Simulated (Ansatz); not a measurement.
# ¹¹B NMR of the central transition in B₆As

Cell: a computed structure from the Materials Project (it need not be an observed phase), atoms as given.

Space group R-3m:H (No. 166); a = 6.1368, c = 11.8948 Å, γ = 120.00°.

```
site  Wyckoff  site symmetry       x       y       z
  B1      18h             .m  0.8968  0.7936  0.1185
  B3      18h             .m  0.1831  0.8169  0.6387
  As       6c             3m  0.0000  0.0000  0.6006
```

One atom of each set is listed; the run and its k-mesh use a cell of 14 atoms with edges of 5.32, 5.32, 5.32 Å.

Computed with Ansatz: DFT, PBEsol, plane waves and PAW (field gradients read without the response of the frozen cores, which leaves them typically 4 to 6 % off), scalar-relativistic, 420 eV cutoff, Γ-centred 6×6×6 k-points, Fermi–Dirac smearing 0.05 eV.

¹¹B has I = 3/2 and Q = 40.59 mb (Pyykkö 2018); at 21.1 T its Larmor frequency is ν₀ = 288.3 MHz. Only the quadrupole interaction is simulated: positions count from each site's isotropic chemical shift, and J coupling is left out, as are shift anisotropy and dipolar coupling, which fast spinning averages.

The B sites: B1 (6 atoms; 6 B at 1.77–1.90 Å); B3 (6 atoms; 5 B at 1.73–1.81 Å, 1 As at 2.00 Å).

Fitted components of the simulated spectrum:

```csv
component,|C_Q| (MHz),η
A,0.299,0.60
B,1.27,0.25
```

Question: Which site most likely gives which component?

Answer: By the calculation, A is B3, B is B1. Like point charges on the first shell alone (each adding as 1/d³) would give the same order.

The run took 7.9 s of wall time (7.8 s of CPU time) and 0.51 GiB at its peak, on 1 thread of AMD EPYC 9R14 (Zen 4) (x86_64; 16 cores open to the job, memory cap 3.0 GiB, no GPU), a shared host with a load of 0.3 a core.
